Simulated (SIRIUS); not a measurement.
# MnS under changes of volume

One of the cells (18.021 Å³/atom); the others are scaled copies at fixed shape and fractional positions:

```
Mn S
1.0
     0.00000    2.62175    2.62175
     2.62175    0.00000    2.62175
     2.62175    2.62175    0.00000
Mn S
1 1
Direct
  0.00000 0.00000 0.00000
  0.50000 0.50000 0.50000
```

```yaml
Program: SIRIUS 7.12.0
Functional: PBEsol
Potentials_or_basis: all-electron FP-LAPW
Cutoff: 183 eV
Basis: apw+lo standard
k_mesh: 9 × 9 × 9
Occupations: fermi-dirac, width 0.05 eV
Spin: collinear spin, ferromagnetic start
Starting_moments: "[4.0, 0.0] μB"
```

```csv
volume (Å³/atom),energy over the lowest point (meV/atom),moment (μB per cell)
16.607,0.00,4.47
16.961,11.89,4.55
17.314,?,?
18.021,58.18,4.71
18.374,77.21,4.75
18.727,97.73,4.79
```

Task: What does the run at 17.314 Å³/atom give?

Result: Energy over the lowest point 25.49 meV/atom; moment 4.62 μB per cell.

Worked out: A Birch-Murnaghan fit of order 3 (a polynomial in V^(-2/3)) to the other rows has no minimum within the range. It gives 25.52 meV/atom at 17.314 Å³/atom, against the run's 25.49. A parabola through the other rows of the moment, of slope 0.168 μB per Å³/atom there, gives 4.61 μB, against the run's 4.62.

Energies are extrapolated to zero smearing.

Caveats: a cell with one magnetic atom can't hold antiferromagnetic order, which such compounds often take.
